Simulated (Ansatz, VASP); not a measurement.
**SnO2 in VASP and in Ansatz**

File INCAR:

```
SYSTEM = SnO2
  ALGO = Normal
  EDIFF = 1E-6
  ENCUT = 520
  GGA = PE
  ISIF = 2
  ISMEAR = -1
  LASPH = .TRUE.
  LCHARG = .FALSE.
  LREAL = .FALSE.
  LWAVE = .FALSE.
  NBANDS = 20
  NELM = 60
  PREC = Accurate
  SIGMA = 0.02
```

KPOINTS

```
k-points
0
G
  8 8 8
  0 0 0
```

POSCAR

```
SnO2
1.0
    0.0000000000      2.5714689762      2.5259808189
    2.5714689762      0.0000000000      2.5259808189
    2.5714689762      2.5714689762      0.0000000000
Sn O
1 2
Direct
    0.0000000000      0.0000000000      0.0000000000
    0.2500000000      0.2500000000      0.2500000000
    0.7500000000      0.7500000000      0.7500000000
```

Input for Ansatz:

```yaml
crystal:
  lattice:
    - [0.0, 2.5714689762, 2.5259808189]
    - [2.5714689762, 0.0, 2.5259808189]
    - [2.5714689762, 2.5714689762, 0.0]
  atoms:
    - { symbol: Sn, position: [0.0, 0.0, 0.0] }
    - { symbol: O, position: [0.25, 0.25, 0.25] }
    - { symbol: O, position: [0.75, 0.75, 0.75] }
kpoints:
  mp_grid: { grid: [8, 8, 8] }
  band_path:
    path:
      - [0.0, 0.0, 0.0]
      - [0.5, 0.0, 0.5]
      - [0.625, 0.25, 0.625]
      - [0.375, 0.375, 0.75]
      - [0.5, 0.5, 0.5]
      - [0.5, 0.25, 0.75]
      - [0.283854, -0.5, -0.216146]
    npoints: 1
hamiltonian:
  xc: pbe
scf:
  occupations: { method: fermi_dirac, width: 0.02 }
  n_extra_bands: 4
output:
  forces: true
  stress: true
  eigenvalues: true
  write_density: true
  write_potential: true
  elf: true
  volumetric_format: npy
```

Change from the starting cell: epitaxial_xy strain +1.5%.

Alike in both runs: task single point; functional PBE; k mesh 8 × 8 × 8; occupations fermi-dirac, width 0.02 eV; no spin polarisation.

|  | VASP | Ansatz |
| --- | --- | --- |
| version | VASP 6.6.1 | Ansatz 0.2.0 |
| potentials or method | VASP PAW PBE potentials, release 64 (Sn_d, O) | plane waves, PAW |
| plane-wave cutoff (eV) | 520 | 420 |
| valence electrons in the cell | 26 | 26 |

```tsv
	VASP	Ansatz	Ansatz less VASP
pressure (GPa)	4.3	3.7	-0.63
largest component of the traceless stress (GPa)	5.11	5.11	-0.001
```
